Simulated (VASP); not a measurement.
**AgBr: band structure with HSE06**

The system is AgBr.

```
Ag Br
1.0
     0.00000    2.87015    2.87015
     2.87015    0.00000    2.87015
     2.87015    2.87015    0.00000
Ag Br
1 1
Direct
  0.00000 0.00000 0.00000
  0.50000 0.50000 0.50000
```

| Item | Value |
| --- | --- |
| Program | VASP 6.6.1 |
| Task | band structure |
| Functional | HSE06 |
| Potentials or basis | VASP PAW PBE potentials, release 64 (Ag, Br) |
| Cutoff | 520 eV |
| k mesh | 6 × 6 × 6 |
| Occupations | gaussian, width 0.02 eV |
| Spin | no spin polarisation |
| Ladder | gaps |
| Grid for exact exchange (PRECFOCK) | Fast |
| Screening parameter | 0.2 1/A |
| Further INCAR settings | ALGO = Normal; EDIFF = 1e-06; NBANDS = 16 |

| Property | Result |
| --- | --- |
| Pressure | 1.9 GPa |
| Band gap on the k mesh | 2.02 eV, indirect (least direct gap 3.86 eV) |
| Band gap along the path | 2.02 eV, indirect (least direct gap 3.86 eV) |

Levels at the corners of the path, in eV from the valence-band top:
| point | band 5 | band 6 | band 7 | band 8 | band 9 | band 10 | band 11 | band 12 | band 13 | band 14 |
| --- | --- | --- | --- | --- | --- | --- | --- | --- | --- | --- |
| Γ | -3.32 | -3.32 | -1.85 | -1.85 | -1.85 | 2.02 | 11.33 | 11.33 | 11.33 | 12.47 |
| X | -2.92 | -2.92 | -2.82 | -2.82 | -2.82 | 3.04 | 8.27 | 10.65 | 12.82 | 12.82 |
| X | -2.92 | -2.92 | -2.82 | -2.82 | -2.82 | 3.04 | 8.27 | 10.65 | 12.82 | 12.82 |
| W | -2.91 | -2.91 | -2.64 | -2.64 | -1.62 | 5.26 | 8.67 | 9.06 | 9.06 | 14.56 |
| W | -2.91 | -2.91 | -2.64 | -2.64 | -1.62 | 5.26 | 8.67 | 9.06 | 9.06 | 14.56 |
| K | -3.15 | -2.97 | -2.64 | -2.33 | -1.31 | 4.42 | 8.19 | 9.71 | 10.81 | 12.33 |
| K | -3.15 | -2.97 | -2.64 | -2.33 | -1.31 | 4.42 | 8.19 | 9.71 | 10.81 | 12.33 |
| Γ | -3.32 | -3.32 | -1.85 | -1.85 | -1.85 | 2.02 | 11.33 | 11.33 | 11.33 | 12.47 |
| Γ | -3.32 | -3.32 | -1.85 | -1.85 | -1.85 | 2.02 | 11.33 | 11.33 | 11.33 | 12.47 |
| L | -3.02 | -3.02 | -2.53 | 0.00 | 0.00 | 4.98 | 8.20 | 8.20 | 8.42 | 13.74 |
| L | -3.02 | -3.02 | -2.53 | 0.00 | 0.00 | 4.98 | 8.20 | 8.20 | 8.42 | 13.74 |
| U | -3.15 | -2.97 | -2.64 | -2.33 | -1.31 | 4.42 | 8.19 | 9.71 | 10.81 | 12.33 |
| U | -3.15 | -2.97 | -2.64 | -2.33 | -1.31 | 4.42 | 8.19 | 9.71 | 10.81 | 12.33 |
| W | -2.91 | -2.91 | -2.64 | -2.64 | -1.62 | 5.26 | 8.67 | 9.06 | 9.06 | 14.56 |
| W | -2.91 | -2.91 | -2.64 | -2.64 | -1.62 | 5.26 | 8.67 | 9.06 | 9.06 | 14.56 |
| L | -3.02 | -3.02 | -2.53 | 0.00 | 0.00 | 4.98 | 8.20 | 8.20 | 8.42 | 13.74 |
| L | -3.02 | -3.02 | -2.53 | 0.00 | 0.00 | 4.98 | 8.20 | 8.20 | 8.42 | 13.74 |
| K | -3.15 | -2.97 | -2.64 | -2.33 | -1.31 | 4.42 | 8.19 | 9.71 | 10.81 | 12.33 |
| U | -3.15 | -2.97 | -2.64 | -2.33 | -1.31 | 4.42 | 8.19 | 9.71 | 10.81 | 12.33 |
| X | -2.92 | -2.92 | -2.82 | -2.82 | -2.82 | 3.04 | 8.27 | 10.65 | 12.82 | 12.82 |

It took 35 min on 4 MPI ranks on Intel(R) Xeon(R) Platinum 8488C (Sapphire Rapids), with other jobs on the host, peak memory 0.36 GiB a rank.

Caveat: the PAW data sets were made with another functional, which shifts forces and pressure a little.
